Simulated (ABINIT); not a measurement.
Set up this calculation in ABINIT 10.8.3 (patched build), as the native input.

* Task: equation of state
* Functional: PBE
* Dispersion: D2
* Potentials or basis: JTH PAW PBE v2.0
* Cutoff: 544 eV
* k mesh: 13 × 13 × 13
* Occupations: fermi-dirac, width 0.05 eV
* Spin: no spin polarisation
* Fine-grid cutoff: 1088.46 eV
* Exchange and correlation inside the PAW spheres: full angular mesh (pawxcdev 0, this build's default; the released program takes 1)

Cu:

```
Cu
1.0
     0.00000    1.80750    1.80750
     1.80750    0.00000    1.80750
     1.80750    1.80750    0.00000
Cu
1
Direct
  0.00000 0.00000 0.00000
```

These files were run (other wordings do the same):

run.abi

```
# Datasets: one volume each
ndtset 7
getwfk -1
scalecart1 3*0.9795861087
scalecart2 3*0.9864848297
scalecart3 3*0.9932883884
scalecart4 3*1.0000000000
scalecart5 3*1.0066227096
scalecart6 3*1.0131594038
scalecart7 3*1.0196128224

# Pseudopotentials
pp_dirpath "./"
pseudos "Cu.GGA_PBE-JTH.xml"

# Structure
acell 3*1.0
rprim
     0.0000000000     3.4156799703     3.4156799703
     3.4156799703     0.0000000000     3.4156799703
     3.4156799703     3.4156799703     0.0000000000
ntypat 1
znucl 29
natom 1
typat 1
xred
     0.0000000000     0.0000000000     0.0000000000

# Plane-wave basis
ecut 544.227725 eV
pawecutdg 40.0

# k points
kptopt 1
ngkpt 13 13 13
nshiftk 1
shiftk 0.0 0.0 0.0

# Exchange and correlation
ixc 11
vdw_xc 5

# Bands and occupations
nband 14
occopt 3
tsmear 0.05 eV

# SCF cycle
nstep 100
tolvrs 1.0e-9

# Output
iomode 3
prtwf 1
prtden 0
prteig 0
prtebands 0
```

Potentials or basis: JTH PAW PBE v2.0.

The run is started by

```sh
$ abinit run.abi > log 2>&1
```

It gave:

```yaml
Equilibrium_volume: 11.33 Å³/atom
Bulk_modulus: 154 GPa
Pressure_derivative_of_the_bulk_modulus: "5.7 (rough: it moves with the points fitted)"
```

Caveat: the cutoff is too short for stress, so the log's stress isn't used; pressures at fixed basis lie under the slope of the energies.

It took 100 s on 1 thread of Arm Neoverse V1, on a shared host, peak memory 0.13 GiB.
